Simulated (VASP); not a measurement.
# Mg (P6/mmm) in VASP: a series of runs

The runs below take Mg through single point, with r2SCAN.

Everything below comes from runs of VASP 6.6.1. Logs are shortened: lines on timing, memory, paths and dates and some standing lists are left out, and cuts for length are marked.

**1. Starting point**

The structure is hexagonal, space group P6/mmm (No. 191). The conventional cell has a = 3.050 Å, b = 3.050 Å, c = 3.045 Å, α = 90.00°, β = 90.00°, γ = 120.00°. Mg (site symmetry 6/mmm) has 8 Mg at 3.04 to 3.05 Å as nearest neighbours.

This isn't the form of Mg at room conditions, which is hcp.

**2. Single point, r2SCAN**

Input file INCAR:

```
ADDGRID = False
ALGO = Normal
EDIFF = 1E-6
ENCUT = 300
ISIF = 2
ISMEAR = 1
LASPH = True
LCHARG = False
LMIXTAU = True
LREAL = False
LWAVE = False
METAGGA = R2SCAN
NELM = 100
PREC = Accurate
SIGMA = 0.2
```

Input file KPOINTS:

```
k-points
0
Gamma
  15 15 13
```

Input file POSCAR:

```
Mg
1.0
    3.0502998005      0.0000000000      0.0000000000
   -1.5251499003      2.6416371164      0.0000000000
    0.0000000000      0.0000000000      3.0448375700
Mg
1
Direct
    0.0000000000      0.0000000000      0.0000000000
```

Potentials or basis: VASP PAW PBE potentials, release 64 (Mg).

Launch:

```
cat potpaw_PBE.64/Mg/POTCAR > POTCAR
mpirun -np 1 vasp_std > vasp.out
```

OUTCAR:

```text
EDIFF = 1E-6
   ENCUT = 300
   ISIF = 2
   ISMEAR = 1
   LASPH = True
   LREAL = False
   METAGGA = R2SCAN
   NELM = 100
   PREC = Accurate

 Found    189 irreducible k-points:

 Following reciprocal coordinates:
            Coordinates               Weight
  0.000000  0.000000  0.000000      1.000000
  0.066667  0.000000  0.000000      6.000000
  0.133333  0.000000  0.000000      6.000000
  0.200000  0.000000  0.000000      6.000000
  0.266667  0.000000  0.000000      6.000000
  0.333333  0.000000  0.000000      6.000000
   k-points           NKPTS =    189   k-points in BZ     NKDIM =    189   number of bands    NBANDS=      5
   number of dos      NEDOS =    301   number of ions     NIONS =      1
   total plane-waves  NPLWV =   5832
   dimension x,y,z NGX =    18 NGY =   18 NGZ =   18
   dimension x,y,z NGXF=    36 NGYF=   36 NGZF=   36
   ions per type =               1
   NGX,Y,Z   is equivalent  to a cutoff of   9.81,  9.81,  9.83 a.u.
   NGXF,Y,Z  is equivalent  to a cutoff of  19.62, 19.62, 19.66 a.u.
 SYSTEM =  unknown system
   PREC   = accura    normal or accurate (medium, high low for compatibility)
   ISTART =      0    job   : 0-new  1-cont  2-samecut
   ICHARG =      2    charge: 1-file 2-atom 10-const
   ISPIN  =      1    spin polarized calculation?
   LNONCOLLINEAR =      F non collinear calculations
   LSORBIT =      F    spin-orbit coupling
   LASPH  =      T    aspherical Exc in radial PAW
   ENCUT  =  300.0 eV  22.05 Ry    4.70 a.u.   4.31  4.31  4.30*2*pi/ulx,y,z
   NELM   =    100;   NELMIN=  2; NELMDL= -5     # of ELM steps
   EDIFF  = 0.1E-05   stopping-criterion for ELM
   LREAL  =      F    real-space projection
   EDIFFG = 0.1E-04   stopping-criterion for IOM
   NSW    =      0    number of steps for IOM
   IBRION =     -1    ionic relax: 0-MD 1-quasi-New 2-CG
   NFREE  =      0    steps in history (QN), initial steepest desc. (CG)
   ISIF   =      2    stress and relaxation
   ISYM   =      2    0-nonsym 1-usesym 2-fastsym
   POTIM  = 0.5000    time-step for ionic-motion
   TEBEG  =    0.0;   TEEND  =   0.0 temperature during run
   PSTRESS=    0.0 pullay stress
   NELECT =       2.0000    total number of electrons
   NUPDOWN=      -1.0000    fix difference up-down
   EMIN   =  10.00;   EMAX   =-10.00  energy-range for DOS
   EFERMI =   0.00;   METHOD = LEGACY
   ISMEAR =     1;   SIGMA  =   0.20  broadening in eV -4-tet -1-fermi 0-gaus
   EFERMI_NEDOS =   21; number of points for ismear=-14 and -15
   IALGO  =     38    algorithm
   IMIX   =      4    mixing-type and parameters
     AMIX     =   0.40;   BMIX     =  1.00
     AMIX_MAG =   1.60;   BMIX_MAG =  1.00
  volume/ion in A,a.u.               =      24.53       165.57
  Fermi-wavevector in a.u.,A,eV,Ry     =   0.709836  1.341396  6.855535  0.503868
  Thomas-Fermi vector in A             =   1.796524
   LORBIT       =      0    0 simple, 1 ext, 2 COOP (PROOUT), +10 PAW based schemes
   METAGGA = R2SCAN    functional components
   LHFCALC =     F    Hartree Fock is set to
   AEXX    =    0.0000 exact exchange contribution
   IVDW    =     0    specifies the selected vdW correction
   LEPSILON=     F    determine dielectric tensor
   LRPA    =     F    only Hartree local field effects (RPA)
 non-spin polarized calculation
 Methfessel and Paxton  Order N= 1 SIGMA  =   0.20
  energy-cutoff  :      300.00
  volume of cell :       24.53
 maximum number of plane-waves:       315
 NGX is ok and might be reduce to    18

 number of electron       2.0000000 magnetization

 Free energy of the ion-electron system (eV)
  ---------------------------------------------------
  ext. energy  EPLUGINS =         0.00000000
  ---------------------------------------------------
  free energy    TOTEN  =        -3.87034510 eV

  energy without entropy =       -3.87082487  energy(sigma->0) =       -3.87050502

 E-fermi :   2.2953     XC(G=0):  -8.8347

 val. band max:        2.2776205586   @ k =   0.4000   0.0000   0.4615
 cond. band min:       2.3353920006   @ k =   0.4000   0.1333   0.1538
 fundamental gap:      0.0577714420
 Fermi energy:         2.2952696679

 k-point     1 :       0.0000    0.0000    0.0000
  band No.  band energies     occupation
      1      -4.8373      2.00000
      2      10.8261      0.00000
      3      11.7499      0.00000
      4      15.7142      0.00000
      5      15.7142      0.00000

 k-point     2 :       0.0667    0.0000    0.0000
  band No.  band energies     occupation
      1      -4.7344      2.00000
      2      10.8159      0.00000
      3      11.8355      0.00000
      4      14.0978      0.00000
      5      15.0264      0.00000

 k-point     3 :       0.1333    0.0000    0.0000
  band No.  band energies     occupation
      1      -4.4264      2.00000
      2      10.5323      0.00000
      3      12.0926      0.00000
      4      12.1640      0.00000
      5      14.0803      0.00000

 k-point     4 :       0.2000    0.0000    0.0000
  band No.  band energies     occupation
      1      -3.9153      2.00000
      2       9.0020      0.00000
      3      11.5402      0.00000
      4      12.5213      0.00000
      5      13.2556      0.00000

 k-point     5 :       0.2667    0.0000    0.0000
  band No.  band energies     occupation
      1      -3.2042      2.00000
      2       6.9909      0.00000
      3      11.4545      0.00000
      4      12.5883      0.00000
      5      13.1218      0.00000

 k-point     6 :       0.3333    0.0000    0.0000
  band No.  band energies     occupation
      1      -2.2981      2.00000
      2       5.0479     -0.00000
      3      11.3554      0.00000
      4      12.0861      0.00000
      5      13.8922      0.00000

 [... further k-points ...]
[... 5 lines left out ...]
  --------------------------------------------------------------------------------------
  -------------------------------------------------------------------------------------
  Total        0.0924090      0.0924090     -0.0244187     -0.0000000      0.0000000      0.0000000
  in kB        6.0345546      6.0345546     -1.5946088     -0.0000000      0.0000000      0.0000000
  external PRESSURE =       3.4915001 kB  Pullay stress =       0.0000000 kB

 VOLUME and BASIS-vectors are now :
 -----------------------------------------------------------------------------
  energy-cutoff  :      300.00
  volume of cell :       24.53
      direct lattice vectors                 reciprocal lattice vectors
     3.050299800  0.000000000  0.000000000     0.327836628  0.189276565  0.000000000
    -1.525149900  2.641637116  0.000000000     0.000000000  0.378553130  0.000000000
     0.000000000  0.000000000  3.044837570     0.000000000  0.000000000  0.328424744

 POSITION                                       TOTAL-FORCE (eV/Angst)
 -----------------------------------------------------------------------------------
      0.00000      0.00000      0.00000         0.000000      0.000000      0.000000
 -----------------------------------------------------------------------------------
    total drift:                                0.000000      0.000000      0.000000

  FREE ENERGIE OF THE ION-ELECTRON SYSTEM (eV)
  ---------------------------------------------------
  free  energy   TOTEN  =        -3.8703450976 eV

  energy  without entropy=       -3.8708248750  energy(sigma->0) =       -3.87050502
```

Wall time 25 s (1 thread of Intel Xeon 6975P-C (Granite Rapids), shared host); peak memory 0.12 GiB.

The run converged, but some of its settings lie outside the range that counts as converged, so its numbers aren't taken as properties of the crystal.

What came out:

```yaml
Free_energy: -3.8703 eV
Pressure: 0.3 GPa
Band_gap_on_the_k_mesh: none (metal or under the smearing width)
```

Caveat: the PAW data sets were made with another functional, which shifts forces and pressure a little.

**3. Single point, r2SCAN**

This run uses another cell than the first one, of the same volume but with other edges.

INCAR is that of step 2.

KPOINTS is that of step 2.

Input file POSCAR:

```
Mg
1.0
    3.1430880000     -0.0084060000     -0.0278050000
   -1.5788240000      2.6046760000      0.0276970000
   -0.0277550000      0.0158990000      3.0020770000
Mg
1
Direct
   -0.0144770000      0.0117080000      0.0082640000
```

Potentials or basis: VASP PAW PBE potentials, release 64 (Mg).

Launch:

```
cat potpaw_PBE.64/Mg/POTCAR > POTCAR
mpirun -np 1 vasp_std > vasp.out
```

It took 2.7 min on 1 thread of Intel Xeon 6975P-C (Granite Rapids), shared host; peak memory 0.2 GiB.

These settings aren't checked as converged: the numbers below hold their error.

Results:

```
Free energy            : -3.8655 eV
Pressure               : 0.2 GPa
Band gap on the k mesh : none (metal or under the smearing width)
```

Caveat: the PAW data sets were made with another functional, which shifts forces and pressure a little.

(Part 1 of 2 ends here.)
